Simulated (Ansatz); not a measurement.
The structure is an experimental refinement, used without relaxation. The listed cell was then made from it by scaling, straining or moving an atom.

An input for Sb: DFT, PBE, all-electron PAW with datasets made for the crystal, scalar-relativistic (Ansatz 0.2.0).

Command: `ansatz run input.yaml --threads 1 --pin off --max-ram 3072MiB --backend cpu --events-out ev --progress --plain --runs-dir out` The run took 3.3 s on 1 thread of Intel(R) Xeon(R) 6975P-C (Granite Rapids), with other jobs on the host, peak memory 0.43 GiB.

```yaml
crystal:
  lattice:
    - [2.1721063353, 1.2540661774, 3.744]
    - [-2.1721063353, 1.2540661774, 3.744]
    - [0.0, -2.5081323547, 3.744]
  atoms:
    - { symbol: Sb, position: [0.23364, 0.23364, 0.23364] }
    - { symbol: Sb, position: [0.76636, 0.76636, 0.76636] }
kpoints:
  mp_grid: { grid: [9, 9, 9] }
scf:
  occupations: { method: fermi_dirac, width: 0.05 }
hamiltonian:
  xc: pbe
  pseudopotentials: { kind: all_electron, datasets: crystal }
output:
  forces: true
  stress: true
  eigenvalues: true
  efg: { contact_densities: true }
```

The results part of the log:

```
SCF 1 converged in 7 iterations: F = -352736.377646 eV  dr2 = 2.14e-10
  Residual-converged pass: ⟨swp⟩=3.2  Hψ=1462  notcnv=0  max |occ|·‖R‖ = 5.2e-6 eV (tolerance 5.3e-6 eV)  dr2=2.86e-10  dr2_onsite=2.49e-9  max |Δocc| = 4.4e-9
  greatest PAW one-centre occupation: 0.712 electrons in one spin orbital (limit 2), on the Sb atom at site 1 (counted from 0), in its partial waves of l = 0
SCF converged after 7 iterations
Free energy (F): -352736.377646 eV
Harris-Foulkes:  -352736.377646 eV  (|F-HF|=6.40e-10)
Internal energy: -352736.376214 eV  (E = F + TS)
E sigma→0 (E₀):  -352736.376930 eV
Entropy (-TS):   -0.001432 eV (-0.716 meV/atom)
Past the cutoff: the bands carry plane waves up to 1.75 times it, of which those up to 1.5 times it add -0.000140 eV an atom, each by itself; the spheres take 0.000153 eV an atom off the energy for waves past 1.75 times it
By the cutoff:   a pressure is off by up to 0.005 GPa (1.2 times the spheres' own share and the shells' term, over an atom's volume, and 0.004 GPa: a bound that held against runs at twice the plane waves)
Past the cutoffs: a stress includes 0.0009 GPa for waves and charges beyond them, in addition to the slope of what the spheres take
In the spheres:  the bands' charges fall short by 2.5e-7 e at most (sound up to 1e-3), those of shells solved beside the bands by 6.2e-7 e (sound up to 5e-4)
Fermi energy:    12.460923 eV
--- Per-component energies (eV) ---
  The terms above E_closure are by the made datasets' own strengths, without shells solved beside the bands.
--- Forces (eV/Å), atoms counted from 1 ---
  atom   1  Sb    -0.00000000     0.00000000     0.11035569
  atom   2  Sb    -0.00000000    -0.00000000    -0.11035569
  max |Σ_I F_I| component: 1.85e-17 eV/Å
--- Stress (GPa, compression-positive) ---
        1.791598      -0.000000      -0.000000
       -0.000000       1.791598       0.000000
       -0.000000       0.000000       1.923852
  P = ⅓ Tr σ = 1.8357 GPa (18.357 kbar)
  It holds what live shells' own plane waves past their cutoff add
--- PAW observables at the nuclei: V_zz in 10²¹ V/m², potentials from the cell's mean, atoms counted from 1 ---
  atom   1  Sb V_zz =    -5.299853   η = 0.0000   by run symmetry: allowed
            electrostatic potential = -8409.520933 V   contact ρ = 1350007.949961 e/Å³
  atom   2  Sb V_zz =    -5.299853   η = -0.0000   by run symmetry: allowed
            electrostatic potential = -8409.520933 V   contact ρ = 1350007.949961 e/Å³
--- Band table (eV; the first three rows and the last of 85) ---
  k-point 0: bands = ["-0.1204", "7.6253", "10.5390", "10.6793", "10.6793", "14.5870", "15.1823", "15.1823"]
  k-point 1: bands = ["0.0135", "7.0493", "10.5604", "10.6533", "10.9242", "14.4847", "14.8319", "14.8585"]
  k-point 2: bands = ["0.4122", "5.8277", "10.5722", "10.6051", "11.3396", "13.9192", "14.0948", "14.1289"]
  k-point 84: bands = ["1.5289", "3.6433", "9.7057", "10.7369", "11.7232", "13.1318", "13.2835", "14.8310"]
```
